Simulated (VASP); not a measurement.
# SnSe (Fm-3m) in VASP: further runs, part 2 of 2

VASP 6.6.1.

### Step 4. Single point, PBE+D3(BJ), non-collinear spin, zero start, spin-orbit coupling

The input, INCAR:

```
SYSTEM = SnSe
  PREC = Accurate
  ENCUT = 520
  EDIFF = 1E-6
  ISMEAR = 0
  SIGMA = 0.02
  LREAL = .FALSE.
  LASPH = .TRUE.
  NELM = 150
  ALGO = Normal
  ISIF = 2
  LWAVE = .FALSE.
  LCHARG = .TRUE.
  LNONCOLLINEAR = .TRUE.
  MAGMOM = 0 0 0 0 0 0
  LORBIT = 11
  LSORBIT = .TRUE.
  GGA_COMPAT = .FALSE.
  LORBMOM = .TRUE.
  GGA = PE
  IVDW = 12
  LVHAR = .TRUE.
  NBANDS = 32
```

The input, KPOINTS:

```
regular mesh
0
G
  10 10 10
  0 0 0
```

The input, POSCAR:

```
SnSe
1.0
    0.0000000000      2.9887688240      2.9887688240
    2.9887688240      0.0000000000      2.9887688240
    2.9887688240      2.9887688240      0.0000000000
Sn Se
1 1
Direct
    0.0000000000      0.0000000000      0.0000000000
    0.5000000000      0.5000000000      0.5000000000
```

Potentials or basis: VASP PAW PBE potentials, release 64 (Sn_d, Se).

Launch:

```bash
$ cat potpaw_PBE.64/Sn_d/POTCAR potpaw_PBE.64/Se/POTCAR > POTCAR
$ mpirun -np 1 vasp_ncl > vasp.out
```

OUTCAR:

```text
SYSTEM = SnSe
   PREC = Accurate
   ENCUT = 520
   EDIFF = 1E-6
   ISMEAR = 0
   LREAL = .FALSE.
   LASPH = .TRUE.
   NELM = 150
   ISIF = 2
   LNONCOLLINEAR = .TRUE.
   LORBIT = 11
   LSORBIT = .TRUE.
   GGA = PE
   IVDW = 12
 IVDW          = 12

 ion  position               nearest neighbor table
   1  0.000  0.000  0.000-   2 2.99   2 2.99   2 2.99   2 2.99   2 2.99   2 2.99
   2  0.500  0.500  0.500-   1 2.99   1 2.99   1 2.99   1 2.99   1 2.99   1 2.99

  LATTYP: Found a face centered cubic cell.
 ALAT       =     5.9775376480

  Lattice vectors:

 A1 = (   0.0000000000,   2.9887688240,   2.9887688240)
 A2 = (   2.9887688240,   0.0000000000,   2.9887688240)
 A3 = (   2.9887688240,   2.9887688240,   0.0000000000)

Analysis of symmetry for initial positions (statically):
=====================================================================
 Subroutine PRICEL returns:
 Original cell was already a primitive cell.

 Routine SETGRP: Setting up the symmetry group for a
 face centered cubic supercell.

 Subroutine GETGRP returns: Found 48 space group operations
 (whereof 48 operations were pure point group operations)
 out of a pool of 48 trial point group operations.

The static configuration has the point symmetry O_h .

Analysis of symmetry for dynamics (positions and initial velocities):
=====================================================================
 Subroutine PRICEL returns:
 Original cell was already a primitive cell.

 Routine SETGRP: Setting up the symmetry group for a
 face centered cubic supercell.

 Subroutine GETGRP returns: Found 48 space group operations
 (whereof 48 operations were pure point group operations)
 out of a pool of 48 trial point group operations.

The dynamic configuration has the point symmetry O_h .

Analysis of structural, dynamic, and magnetic symmetry:
=====================================================================
 Subroutine PRICEL returns:
 Original cell was already a primitive cell.

 Routine SETGRP: Setting up the symmetry group for a
 face centered cubic supercell.

 Subroutine GETGRP returns: Found 48 space group operations
 (whereof 48 operations were pure point group operations)
 out of a pool of 48 trial point group operations.

The overall configuration has the point symmetry O_h .

 Subroutine INISYM returns: Found 48 space group operations
 (whereof 48 operations are pure point group operations),
 and found     1 'primitive' translations

----------------------------------------------------------------------------------------

                                     Primitive cell

  volume of cell :      53.3958

  direct lattice vectors                    reciprocal lattice vectors
     0.000000000  2.988768824  2.988768824    -0.167292966  0.167292966  0.167292966
     2.988768824  0.000000000  2.988768824     0.167292966 -0.167292966  0.167292966
     2.988768824  2.988768824  0.000000000     0.167292966  0.167292966 -0.167292966

  length of vectors
     4.226757406  4.226757406  4.226757406     0.289759916  0.289759916  0.289759916

  position of ions in fractional coordinates (direct lattice)
     0.000000000  0.000000000  0.000000000
[... 987 lines left out ...]
  --------------------------------------------------------------------------------------
  -------------------------------------------------------------------------------------
  Total      -0.01943    -0.01943    -0.01943    -0.00000     0.00000     0.00000
  in kB      -0.58292    -0.58292    -0.58292    -0.00000     0.00000     0.00000
  external pressure =       -0.58 kB  Pullay stress =        0.00 kB

 VOLUME and BASIS-vectors are now :
 -----------------------------------------------------------------------------
  energy-cutoff  :      520.00
  volume of cell :       53.40
      direct lattice vectors                 reciprocal lattice vectors
     0.000000000  2.988768824  2.988768824    -0.167292966  0.167292966  0.167292966
     2.988768824  0.000000000  2.988768824     0.167292966 -0.167292966  0.167292966
     2.988768824  2.988768824  0.000000000     0.167292966  0.167292966 -0.167292966

 POSITION                                       TOTAL-FORCE (eV/Angst)
 -----------------------------------------------------------------------------------
      0.00000      0.00000      0.00000         0.000000      0.000000     -0.000000
      2.98877      2.98877      2.98877        -0.000000      0.000000      0.000000
 -----------------------------------------------------------------------------------
    total drift:                                0.000000     -0.000000     -0.000000

  FREE ENERGIE OF THE ION-ELECTRON SYSTEM (eV)
  ---------------------------------------------------
  free  energy   TOTEN  =        -8.9885104396 eV

  energy  without entropy=       -8.9885104396  energy(sigma->0) =       -8.98851044

 orbital moment (x)

 # of ion     p       d       tot
 ----------------------------------------
  1         0.000   0.000   0.000
  2         0.000  -0.000  -0.000
 ----------------------------------------
            0.000   0.000   0.000

 orbital moment (y)

 # of ion     p       d       tot
 ----------------------------------------
  1         0.000  -0.000  -0.000
  2         0.000   0.000   0.000
 ----------------------------------------
            0.000  -0.000  -0.000

 orbital moment (z)

 # of ion     p       d       tot
 ----------------------------------------
  1         0.000  -0.000  -0.000
  2         0.000   0.000   0.000
 ----------------------------------------
            0.000  -0.000  -0.000

 Spin-Orbit-Coupling matrix elements

 Ion:    1  E_soc:     -0.0887853
 l=   1
     0.0000000    -0.0086736    -0.0086736
    -0.0086736     0.0000000    -0.0086736
    -0.0086736    -0.0086736     0.0000000
 l=   2
     0.0000000    -0.0012221     0.0000000    -0.0012221    -0.0049019
    -0.0012221     0.0000000    -0.0036764    -0.0012221    -0.0012255
     0.0000000    -0.0036764     0.0000000    -0.0036764     0.0000000
    -0.0012221    -0.0012221    -0.0036764     0.0000000    -0.0012255
    -0.0049019    -0.0012255     0.0000000    -0.0012255     0.0000000
 l=   3
     0.0000000     0.0000000     0.0000000     0.0000000     0.0000000     0.0000000     0.0000000
     0.0000000     0.0000000     0.0000000     0.0000000     0.0000000     0.0000000     0.0000000
     0.0000000     0.0000000     0.0000000     0.0000000     0.0000000     0.0000000     0.0000000
     0.0000000     0.0000000     0.0000000     0.0000000     0.0000000     0.0000000     0.0000000
     0.0000000     0.0000000     0.0000000     0.0000000     0.0000000     0.0000000     0.0000000
     0.0000000     0.0000000     0.0000000     0.0000000     0.0000000     0.0000000     0.0000000
     0.0000000     0.0000000     0.0000000     0.0000000     0.0000000     0.0000000     0.0000000

 Ion:    2  E_soc:     -0.0427784
 l=   1
     0.0000000    -0.0071402    -0.0071402
    -0.0071402     0.0000000    -0.0071402
    -0.0071402    -0.0071402     0.0000000
 l=   2
     0.0000000    -0.0000016     0.0000000    -0.0000016     0.0000121
    -0.0000016     0.0000000     0.0000091    -0.0000016     0.0000030
     0.0000000     0.0000091     0.0000000     0.0000091     0.0000000
    -0.0000016    -0.0000016     0.0000091     0.0000000     0.0000030
     0.0000121     0.0000030     0.0000000     0.0000030     0.0000000
 l=   3
     0.0000000     0.0000000     0.0000000     0.0000000     0.0000000     0.0000000     0.0000000
     0.0000000     0.0000000     0.0000000     0.0000000     0.0000000     0.0000000     0.0000000
     0.0000000     0.0000000     0.0000000     0.0000000     0.0000000     0.0000000     0.0000000
     0.0000000     0.0000000     0.0000000     0.0000000     0.0000000     0.0000000     0.0000000
     0.0000000     0.0000000     0.0000000     0.0000000     0.0000000     0.0000000     0.0000000
     0.0000000     0.0000000     0.0000000     0.0000000     0.0000000     0.0000000     0.0000000
     0.0000000     0.0000000     0.0000000     0.0000000     0.0000000     0.0000000     0.0000000

 total charge

# of ion       s       p       d       tot
------------------------------------------
    1        1.390   0.682   9.993  12.064
    2        1.478   2.300   0.028   3.806
--------------------------------------------------
tot          2.867   2.982  10.021  15.870

 magnetization (x)

# of ion       s       p       d       tot
------------------------------------------
    1       -0.000   0.000   0.000  -0.000
    2        0.000   0.000  -0.000   0.000
--------------------------------------------------
tot         -0.000   0.000  -0.000  -0.000

 magnetization (y)

# of ion       s       p       d       tot
------------------------------------------
    1        0.000   0.000   0.000   0.000
    2       -0.000  -0.000   0.000  -0.000
--------------------------------------------------
tot         -0.000  -0.000   0.000  -0.000

 magnetization (z)

# of ion       s       p       d       tot
------------------------------------------
    1        0.000   0.000   0.000   0.000
    2        0.000   0.000   0.000   0.000
--------------------------------------------------
tot          0.000   0.000   0.000   0.000
```

OSZICAR:

```text
N       E                     dE             d eps       ncg     rms          rms(c)
DAV:   1     0.187827357069E+03    0.18783E+03   -0.92342E+03  3288   0.158E+03
DAV:   2     0.185712726330E+02   -0.16926E+03   -0.16163E+03  3072   0.469E+02
DAV:   3    -0.722341980786E+01   -0.25795E+02   -0.25278E+02  3648   0.144E+02
DAV:   4    -0.840158982816E+01   -0.11782E+01   -0.11763E+01  3480   0.334E+01
DAV:   5    -0.843552491986E+01   -0.33935E-01   -0.33933E-01  4384   0.579E+00    0.319E+00
DAV:   6    -0.826458158014E+01    0.17094E+00   -0.34143E-01  4120   0.405E+00    0.191E+00
DAV:   7    -0.826428091750E+01    0.30066E-03   -0.86203E-02  3792   0.141E+00    0.973E-01
DAV:   8    -0.826574965925E+01   -0.14687E-02   -0.51969E-03  3504   0.672E-01    0.488E-01
DAV:   9    -0.826629526327E+01   -0.54560E-03   -0.71975E-04  3496   0.240E-01    0.102E-01
DAV:  10    -0.826626060643E+01    0.34657E-04   -0.38382E-04  4176   0.189E-01    0.366E-02
DAV:  11    -0.826630207159E+01   -0.41465E-04   -0.87674E-05  3424   0.555E-02    0.690E-03
DAV:  12    -0.826630456493E+01   -0.24933E-05   -0.71783E-06  3680   0.271E-02    0.334E-03
DAV:  13    -0.826630463502E+01   -0.70090E-07   -0.23932E-07  2304   0.591E-03
   1 F= -.89885104E+01 E0= -.89885104E+01  d E =-.142460E-26  mag=     0.0000    -0.0000     0.0000
```

It took 98 s on 1 thread of Intel Xeon 6975P-C (Granite Rapids), shared host; peak memory 0.38 GiB.

What came out:

| Property | Result |
| --- | --- |
| Free energy | -8.9885 eV |
| Pressure | -0.1 GPa |
| Net moment | 0.00 μB per cell |
| Valence electrons inside the program's atomic spheres | Sn 12.06; Se 3.81 |
| Dispersion energy per atom | -0.361 eV |

Moments on the atoms (μB; x, y, z):
```
Sn  0.00 0.00 0.00
Se  0.00 0.00 0.00
```

### Step 5. Single point, PBE+D3(BJ)

This run uses another cell than the first one, of 27.27 Å³/atom, 1.021 times its volume.

The input, INCAR:

```
SYSTEM = SnSe
  ALGO = Normal
  EDIFF = 1E-6
  ENCUT = 520
  GGA = PE
  ISIF = 2
  ISMEAR = 0
  IVDW = 12
  LASPH = .True.
  LCHARG = .False.
  LREAL = .False.
  LWAVE = .False.
  NBANDS = 17
  NELM = 80
  PREC = Accurate
  SIGMA = 0.1
```

The input, KPOINTS:

```
k-points
0
Gamma
  6 6 6
  0 0 0
```

The input, POSCAR:

```
SnSe
1.0
    0.0000000000      3.0100000000      3.0100000000
    3.0100000000      0.0000000000      3.0100000000
    3.0100000000      3.0100000000      0.0000000000
Sn Se
1 1
Direct
    0.0000000000      0.0000000000      0.0000000000
    0.5000000000      0.5000000000      0.5000000000
```

Launch:

```bash
$ cat potpaw_PBE.64/Sn_d/POTCAR potpaw_PBE.64/Se/POTCAR > POTCAR
$ mpirun -np 1 vasp_std > vasp.out
```

Run time: 8.9 s. Hardware: 1 thread of AMD EPYC 9R45 (Zen 5), shared host; peak memory 0.15 GiB.

It converged, with:

```yaml
Free_energy: -8.9422 eV
Pressure: -1.5 GPa
Band_gap_on_the_k_mesh: 0.58 eV, direct
Dispersion_energy_per_atom: -0.353 eV
```

Levels at points of the mesh, in eV from the valence-band top:
```csv
k point,band 8,band 9,band 10,band 11,band 12,band 13
"(0.00, 0.00, 0.00)",-2.19,-2.19,-2.19,4.32,4.32,4.32
"(0.50, 0.00, 0.00)",-1.95,-1.95,0.00,0.58,1.26,1.26
"(0.50, 0.50, 0.00)",-5.47,-3.64,-3.64,3.03,5.35,5.35
```

Caveat: spin-orbit coupling is left out, which moves the levels of the heavy elements. A k mesh can miss the band edges.

### Step 6. Overview

| task | spin | cell | k mesh | cutoff (eV) | smearing | gap on the mesh (eV) | pressure (GPa) |
| --- | --- | --- | --- | --- | --- | --- | --- |
| single point | off | Fm-3m, 26.7 Å³/atom | 10 × 10 × 10 | 520 | gaussian 0.02 eV | 0.52 | 0.0 |
| relaxation of cell and atoms | off | relaxed | 10 × 10 × 10 | 600 | gaussian 0.02 eV | 0.52 | 0.0 |
| single point | non-collinear, zero start, SOC | Fm-3m, 26.7 Å³/atom | 10 × 10 × 10 | 520 | gaussian 0.02 eV | - | -0.1 |
| single point | off | Fm-3m, 27.27 Å³/atom | 6 × 6 × 6 | 520 | gaussian 0.1 eV | 0.58 | -1.5 |

Alike in all rows: level PBE+D3(BJ); potentials or basis VASP PAW PBE potentials, release 64 (Sn_d, Se).

Caveats: spin-orbit coupling is left out, which moves the levels of the heavy elements (some runs).

Absolute energies hang on the potentials; compare differences alone.
